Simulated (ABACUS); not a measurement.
# Cs under changes of volume

One of the cells (115.616 Å³/atom); the others are scaled copies at fixed shape and fractional positions:

```
CELL_PARAMETERS angstrom
3.01901 -4.33813 0.00000
3.01901 4.33813 0.00000
-2.57494 0.00000 4.41389
ATOMIC_POSITIONS crystal
Cs 0.00000 0.00000 0.50000
```

This isn't the form of Cs at room conditions, which is bcc.

* Program: ABACUS 3.10.1
* Functional: PBE
* Potentials or basis: PseudoDojo NC SR 0.4.1 PBE standard
* Cutoff: 680 eV
* Density cutoff: 2721 eV
* Basis: plane waves
* k mesh: 6 × 6 × 6
* Occupations: fermi-dirac, width 0.05 eV
* Spin: no spin polarisation

```csv
volume (Å³/atom),energy over the lowest point (meV/atom),pressure (GPa)
108.679,?,?
110.992,2.64,0.1
113.304,1.13,0.1
115.616,0.27,0.0
117.929,0.00,0.0
120.241,0.28,0.0
122.553,1.06,-0.1
```

**Question.** What does the run at 108.679 Å³/atom give?

**Answer.** Energy over the lowest point 4.86 meV/atom; pressure 0.2 GPa.

Worked out: A Birch-Murnaghan fit of order 3 (a polynomial in V^(-2/3)) to the other rows has its minimum at 117.87 Å³/atom with B0 = V·E''(V) = 1.9 GPa and B' = 3.3 at fixed shape and positions, which overstates the stiffness. It gives 4.85 meV/atom at 108.679 Å³/atom, against the run's 4.86, and -dE/dV = 0.2 GPa, against 0.2.

Energies are extrapolated to zero smearing.
